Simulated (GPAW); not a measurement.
# PbS (Galena) (Fm-3m) in GPAW: single point with PBE

Aim: the single point of PbS (Galena) with PBE.

Program: GPAW 26.7.0. These are calculated values, not measurements. Logs are shortened: lines on timing, memory, paths and dates and some standing lists are left out, and cuts for length are marked. The log counts tension as positive stress, the text compression.

## 1. The crystal as given

It takes space group Fm-3m (No. 225, cubic). The conventional cell has a = 5.931 Å, b = 5.931 Å, c = 5.931 Å, α = 90.00°, β = 90.00°, γ = 90.00°. Pb (site symmetry m-3m) is surrounded by 6 S at 2.97 Å. S (site symmetry m-3m) has 6 Pb at 2.97 Å as nearest neighbours.

## 2. Single point, PBE

Input file run.py:

```python
from ase.dft.bandgap import bandgap
from ase.io import read, write
from ase.units import GPa
from gpaw import GPAW, PW

atoms = read('PbS.xyz')

calc = GPAW(mode=PW(450),
            xc='PBE',
            kpts={'size': (6, 6, 6), 'gamma': True},
            occupations={'name': 'fermi-dirac', 'width': 0.05},
            nbands=19,
            maxiter=120,
            txt='gpaw.txt')
atoms.calc = calc
energy = atoms.get_potential_energy()
forces = atoms.get_forces()
stress = atoms.get_stress()
calc.write('gs.gpw')
write('result.traj', atoms)
print(f'Energy: {energy:.6f} eV')
print('Forces (eV/A):')
print(forces.round(4))
print('Stress (GPa):', (stress / GPa).round(3))
print('Fermi level:', round(calc.get_fermi_level(), 4), 'eV')
print(f'Gap: {bandgap(calc)[0]:.4f} eV, direct: {bandgap(calc, direct=True)[0]:.4f} eV')
```

Input file PbS.xyz:

```xyz
2
Lattice="0.0000000000 2.9657500000 2.9657500000 2.9657500000 0.0000000000 2.9657500000 2.9657500000 2.9657500000 0.0000000000" Properties=species:S:1:pos:R:3 pbc="T T T"
Pb     0.0000000000      0.0000000000      0.0000000000
S      2.9657500000      2.9657500000      2.9657500000
```

Potentials or basis: GPAW PAW data sets (gpaw-data 1.2.1), pw.

Command:

```
OMP_NUM_THREADS=1 python run.py
```

gpaw.txt:

```text
__  _  _
 | _ |_)|_||  |
 |__||  | ||/\| - 26.7.0

Input parameters:
  mode=PW(ecut=450.00000000000006),
  kpts=MonkhorstPack(size=(6, 6, 6), gamma=True),
  maxiter=120,
  nbands=19,
  occupations=Occupations(name='fermi-dirac', width=0.05),
  xc=XC(name='PBE')

Diagonalizing LCAO Hamiltonian
Converting LCAO to pw mode

                S

       Pb

Atoms  # Å, Bohr magnetons
|   | symbol |        x |        y |        z |    initial magnetic moments |
|---|--------|----------|----------|----------|-----------------------------|
| 0 |     Pb | 0.000000 | 0.000000 | 0.000000 | ( 0.0000,  0.0000,  0.0000) |
| 1 |      S | 2.965750 | 2.965750 | 2.965750 | ( 0.0000,  0.0000,  0.0000) |

Unit cell  # Å
| periodic |        x |        y |        z |  lengths |    angles |
|----------|----------|----------|----------|----------|-----------|
|      yes | 0.000000 | 2.965750 | 2.965750 | 4.194204 | 60.000000 |
|      yes | 2.965750 | 0.000000 | 2.965750 | 4.194204 | 60.000000 |
|      yes | 2.965750 | 2.965750 | 0.000000 | 4.194204 | 60.000000 |

Number of symmetries: 48
Symmetry operations  # r_c * U_cc + t_c -> r_c
|    | kind |            matrix            |
|----|------|------------------------------|
|  0 |  σ   |  1, 0, 0,  1, 0,-1,  1,-1, 0 |
|  1 |  C2  |  1, 0, 0,  1,-1, 0,  1, 0,-1 |
|  2 |  E   |  1, 0, 0,  0, 1, 0,  0, 0, 1 |
|  3 |  σ   |  1, 0, 0,  0, 0, 1,  0, 1, 0 |
|  4 |  C4  |  1, 0,-1,  1, 0, 0,  1,-1, 0 |
|  5 |  S6  |  1, 0,-1,  1,-1, 0,  1, 0, 0 |
|  6 |  σ   |  1, 0,-1,  0, 1,-1,  0, 0,-1 |
|  7 |  C3  |  1, 0,-1,  0, 0,-1,  0, 1,-1 |
|  8 |  S6  |  1,-1, 0,  1, 0, 0,  1, 0,-1 |
|  9 |  C4  |  1,-1, 0,  1, 0,-1,  1, 0, 0 |
| 10 |  C3  |  1,-1, 0,  0,-1, 1,  0,-1, 0 |
| 11 |  σ   |  1,-1, 0,  0,-1, 0,  0,-1, 1 |
| 12 |  σ   |  0, 1, 0,  1, 0, 0,  0, 0, 1 |
| 13 |  C4  |  0, 1, 0,  0, 1,-1, -1, 1, 0 |
| 14 |  C3  |  0, 1, 0,  0, 0, 1,  1, 0, 0 |
| 15 |  S6  |  0, 1, 0, -1, 1, 0,  0, 1,-1 |
| 16 |  C2  |  0, 1,-1,  1, 0,-1,  0, 0,-1 |
| 17 |  σ   |  0, 1,-1,  0, 1, 0, -1, 1, 0 |
| 18 |  S4  |  0, 1,-1,  0, 0,-1,  1, 0,-1 |
| 19 |  C4  |  0, 1,-1, -1, 1, 0,  0, 1, 0 |
| 20 |  C3  |  0, 0, 1,  1, 0, 0,  0, 1, 0 |
| 21 |  σ   |  0, 0, 1,  0, 1, 0,  1, 0, 0 |
| 22 |  S6  |  0, 0, 1,  0,-1, 1, -1, 0, 1 |
| 23 |  C4  |  0, 0, 1, -1, 0, 1,  0,-1, 1 |
| 24 |  S4  |  0, 0,-1,  1, 0,-1,  0, 1,-1 |
| 25 |  C3  |  0, 0,-1,  0, 1,-1,  1, 0,-1 |
| 26 |  C2  |  0, 0,-1,  0,-1, 0, -1, 0, 0 |
| 27 |  S6  |  0, 0,-1, -1, 0, 0,  0,-1, 0 |
| 28 |  S4  |  0,-1, 1,  1,-1, 0,  0,-1, 0 |
| 29 |  C4  |  0,-1, 1,  0, 0, 1, -1, 0, 1 |
| 30 |  C2  |  0,-1, 1,  0,-1, 0,  1,-1, 0 |
| 31 |  σ   |  0,-1, 1, -1, 0, 1,  0, 0, 1 |
| 32 |  C3  |  0,-1, 0,  1,-1, 0,  0,-1, 1 |
| 33 |  S6  |  0,-1, 0,  0, 0,-1, -1, 0, 0 |
| 34 |  S4  |  0,-1, 0,  0,-1, 1,  1,-1, 0 |
| 35 |  C2  |  0,-1, 0, -1, 0, 0,  0, 0,-1 |
| 36 |  C2  | -1, 1, 0,  0, 1, 0,  0, 1,-1 |
| 37 |  S6  | -1, 1, 0,  0, 1,-1,  0, 1, 0 |
| 38 |  S4  | -1, 1, 0, -1, 0, 1, -1, 0, 0 |
| 39 |  C3  | -1, 1, 0, -1, 0, 0, -1, 0, 1 |
| 40 |  S6  | -1, 0, 1,  0, 0, 1,  0,-1, 1 |
| 41 |  C2  | -1, 0, 1,  0,-1, 1,  0, 0, 1 |
| 42 |  C3  | -1, 0, 1, -1, 1, 0, -1, 0, 0 |
| 43 |  S4  | -1, 0, 1, -1, 0, 0, -1, 1, 0 |
| 44 |  C2  | -1, 0, 0,  0, 0,-1,  0,-1, 0 |
| 45 |  i   | -1, 0, 0,  0,-1, 0,  0, 0,-1 |
| 46 |  σ   | -1, 0, 0, -1, 1, 0, -1, 0, 1 |
| 47 |  C2  | -1, 0, 0, -1, 0, 1, -1, 1, 0 |

BZ-sampling:
  Number of BZ points: 216
  Number of IBZ points: 16

  Monkhorst-Pack size: [6, 6, 6]
  Monkhorst-Pack shift: [0.08333333333333333, 0.08333333333333333, 0.08333333333333333]

K-points  # in reciprocal-cell coordinates
|     |                                coordinates |     weight |
|-----|--------------------------------------------|------------|
|   0 | (  0.00000000,   0.00000000,   0.00000000) | 0.00462963 |
|   1 | (  0.16666667,   0.16666667,   0.00000000) | 0.02777778 |
|   2 | (  0.16666667,   0.16666667,   0.16666667) | 0.03703704 |
|   3 | (  0.33333333,   0.16666667,   0.16666667) | 0.05555556 |
|   4 | (  0.33333333,   0.33333333,  -0.33333333) | 0.05555556 |
|   5 | (  0.33333333,   0.33333333,   0.00000000) | 0.02777778 |
|   6 | (  0.33333333,   0.33333333,   0.16666667) | 0.11111111 |
|   7 | (  0.33333333,   0.33333333,   0.33333333) | 0.03703704 |
|   8 | (  0.50000000,   0.33333333,  -0.33333333) | 0.11111111 |
|   9 | (  0.50000000,   0.33333333,  -0.16666667) | 0.05555556 |
| ... |                                            |            |
|  15 | (  0.50000000,   0.50000000,   0.50000000) | 0.01851852 |

Plane wave coefficients: 1158
Cutoff: 450.00000000000006 eV

Spin-components: 1 (collinear spins)
Bands:           19
Projectors:      11
Spin-degeneracy: 2
Datatype:        complex128

Parallelization:
  kpt:    1
  domain: 1
  band:   1

Density:
  Valence electrons: 20.0
  Components: 1
  Grid points: [21 21 21]
  Charge: 0.0  # |e|

Potential:
  Grid points: [21 21 21]

species:
  Pb:
    name:    Lead
    Z:       82.0
    valence: 14
    core:    68
    charge:  0.0  # [|e|]
    compensation charges:
      type: gauss
      rc: 0.38  # [Å]
      lmax: 2
    cutoffs:
      filter: 2.36  # [Å]
      core: 2.43  # [Å]
    projectors
    | kind |    occ | energy [eV] | rcut [Å] |
    |------|--------|-------------|----------|
    |   6s |  2.000 |     -11.969 |    1.259 |
    |   6p |  2.000 |      -3.506 |    1.275 |
    |   5d | 10.000 |     -21.211 |    1.217 |
    |    s |        |      15.243 |    1.259 |
    |    p |        |      23.705 |    1.275 |
    |    d |        |       6.001 |    1.217 |

    Using partial waves for Pb as LCAO basis

  S:
    name:    Sulfur
    Z:       16.0
    valence: 6
    core:    10
    charge:  0.0  # [|e|]
    compensation charges:
      type: gauss
      rc: 0.24  # [Å]
      lmax: 2
    cutoffs:
      filter: 1.77  # [Å]
      core: 1.66  # [Å]
    projectors
    | kind |    occ | energy [eV] | rcut [Å] |
    |------|--------|-------------|----------|
    |   3s |  2.000 |     -17.254 |    0.974 |
    |   3p |  4.000 |      -7.008 |    0.979 |
    |    s |        |       9.957 |    0.974 |
    |    p |        |      20.203 |    0.979 |
    |    d |        |       0.000 |    0.900 |

    Using partial waves for S as LCAO basis

Reference energy: -578132.083262  # eV

eigensolver:
  PPCG
  Converge bands: occupied
  niter=2

density mixing:
  MSR1-Mixer
  Pratt-step length: 0.05
  Maximum mixing coefficient: 0.75
  Old densities: 10
  SVD Regularization: 0.005
  Good broyden scale: 1.0
  Trust region scale: 1.0
  Backstep threshold: 4.0
  History deletion threshold: 6.0
  Fourier metric: weight=20.0, sigma=0.015

occupation numbers:
  Fermi-Dirac:
    width: 0.0500  # eV

poisson solver:
  ecut: 3600.0000000000005  # eV

xc functional:
  name: PBE with 2 nearest neighbor stencil

convergence criteria:
- Maximum [total energy] change in last 3 cyles: 0.0005 eV / valence electron
- Maximum integral of absolute [dens]ity change: 0.0001 electrons / valence electron
- Maximum integral of absolute [eigenst]ate change: 4e-08 eV^2 / valence electron
maximum number of iterations: 120

SCF iterations
|iter     | |      energy | eigst |  dens |
|---------|-|-------------|-------|-------|
|iter:   1| |   -9.377999 | -0.20 |       |
|iter:   2| |   -9.269492 | -2.03 | -1.16 |
|iter:   3| |   -8.943024 | -1.64 | -1.21 |
|iter:   4| |   -8.945059 | -3.81 | -1.82 |
|iter:   5| |   -8.946117c| -4.29 | -2.16 |
|iter:   6| |   -8.946156c| -5.65 | -3.16 |
|iter:   7| |   -8.946163c| -6.69 | -3.63 |
|iter:   8| |   -8.946163c| -7.68c| -4.46c|

Converged in 8 steps
Energy contributions relative to reference atoms: (reference = -578132.083262)

Energy contributions:
  Kinetic:          18.846608
  Coulomb:         -19.176047
  Zero:              0.032841
  External:          0.000000
  Xc:               -8.649240
  Entropy:          -0.000648
  Spinorbit:         0.000000
  ----------------------------
  Free energy:      -8.946487
  Extrapolated:     -8.946163

dipole moment: (-25.076101, -25.076101, -25.076101)  # |e|*Ang

Fermi level: 6.425
Eigenvalues  # (at kpt = [0.000, 0.000, 0.000])
| band index |      eig [eV] | occ [0-2] |
|------------|---------------|-----------|
|          0 |       -10.578 |     2.000 |
|        ... |               |           |
|          2 |       -10.578 |     2.000 |
|          3 |       -10.569 |     2.000 |
|          4 |       -10.569 |     2.000 |
|          5 |        -7.359 |     2.000 |
|          6 |         0.258 |     2.000 |
|          7 |         4.048 |     2.000 |
|          8 |         4.048 |     2.000 |
|          9 |         4.048 |     2.000 |
|         10 |        11.416 |     0.000 |
|         11 |        11.416 |     0.000 |
|         12 |        11.416 |     0.000 |
|         13 |        12.934 |     0.000 |
|         14 |        12.934 |     0.000 |
|         15 |        12.934 |     0.000 |
|         16 |        14.916 |     0.000 |
|         17 |        15.284 |     0.000 |
|         18 |        15.284 |     0.000 |

Gap: 0.312 eV
Transition (v -> c):
  (s=0, k=15, n=9, [0.50, 0.50, 0.50]) -> (s=0, k=15, n=10, [0.50, 0.50, 0.50])
No difference between direct/indirect transitions

Forces  # eV/Ang
|        x |       y |       z |
|----------|---------|---------|
| -0.00000 | 0.00000 | 0.00000 |  # Pb   0
|  0.00000 | 0.00000 | 0.00000 |  # S    1

Stress tensor  # eV/Ang^3
|         x |         y |         z |
|-----------|-----------|-----------|
| -0.008458 |  0.000000 |  0.000000 |
|  0.000000 | -0.008458 |  0.000000 |
|  0.000000 |  0.000000 | -0.008458 |

# Writing to gs.gpw (mode='')
```

Run time: 6.8 s. Hardware: 1 thread of AMD EPYC 7B13 (Zen 3), shared host; peak memory 0.14 GiB.

What came out:

| Quantity | Value |
| --- | --- |
| Free energy | -8.9465 eV |
| Pressure | 1.4 GPa |
| Band gap on the k mesh | 0.31 eV, direct |

Caveat: the cutoff is short for stress and forces, so pressures can be off by a GPa or more; spin-orbit coupling is left out, which as a rule narrows the gap of such compounds by several tenths of an eV. A k mesh can miss the band edges.
